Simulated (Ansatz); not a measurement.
K: enthalpies of structure types against pressure

All-electron LAPW in Ansatz 0.2.0 under PBE, scalar-relativistic, energies extrapolated to zero smearing. Each structure type was compressed from its own relaxed volume, symmetry kept and shape relaxed on PAW files, and E(V) was fitted to energies and pressures; H = E + pV has no temperature or zero-point term. Only these types were tried: diamond (Fd-3m, 8×8×8 mesh, 110.98 Å³/atom at rest); dhcp (P6_3/mmc, 8×8×3 mesh, 73.74 Å³/atom at rest); omega (P6/mmm, 5×5×7 mesh, 74.35 Å³/atom at rest); bcc (Im-3m, 10×10×10 mesh, 73.74 Å³/atom at rest); fcc (Fm-3m, 10×10×10 mesh, 73.74 Å³/atom at rest); simple hexagonal (P6/mmm, 10×10×9 mesh, 76.69 Å³/atom at rest); sc (Pm-3m, 10×10×10 mesh, 79.64 Å³/atom at rest); hcp (P6_3/mmc, 10×10×6 mesh, 73.74 Å³/atom at rest); beta tin (I4_1/amd, 10×10×10 mesh, 76.77 Å³/atom at rest). Spin polarisation is left out. Spin–orbit coupling is left out; Fermi–Dirac smearing is 0.05 to 0.1 eV. Enthalpies carry a few meV/atom of noise from meshes and fits.

Enthalpies against hcp:

| p (GPa) | diamond (meV/atom) | dhcp (meV/atom) | omega (meV/atom) | bcc (meV/atom) | fcc (meV/atom) | simple hexagonal (meV/atom) | sc (meV/atom) | hcp (meV/atom) | beta tin (meV/atom) |
| --- | --- | --- | --- | --- | --- | --- | --- | --- | --- |
| 0 | 299 | 2 | 7 | 3 | 0 | 61 | 105 | 0 | 67 |
| 0.1 | 320 | 2 | 7 | 3 | 0 | 62 | 108 | 0 | 68 |
| 0.28 | 351 | 2 | 8 | 3 | 0 | 65 | 113 | 0 | 71 |
| 0.52 | 383 | 2 | 8 | 3 | 0 | 67 | 118 | 0 | 73 |
| 1 | 429 | 2 | 8 | 2 | 0 | 71 | 125 | 0 | 77 |
| 1.7 | 471 | 2 | 8 | 2 | 0 | 75 | 131 | 0 | 80 |
| 2.6 | 502 | 2 | 7 | 2 | 0 | 78 | 135 | 0 | 82 |
| 3.3 | 516 | 2 | 7 | 2 | 1 | 80 | 137 | 0 | 83 |

Question: What sequence of phases does this give?

Answer: The lowest types lie within 5 meV/atom of each other over much of the range, too close to call on these meshes: fcc and hcp compete.
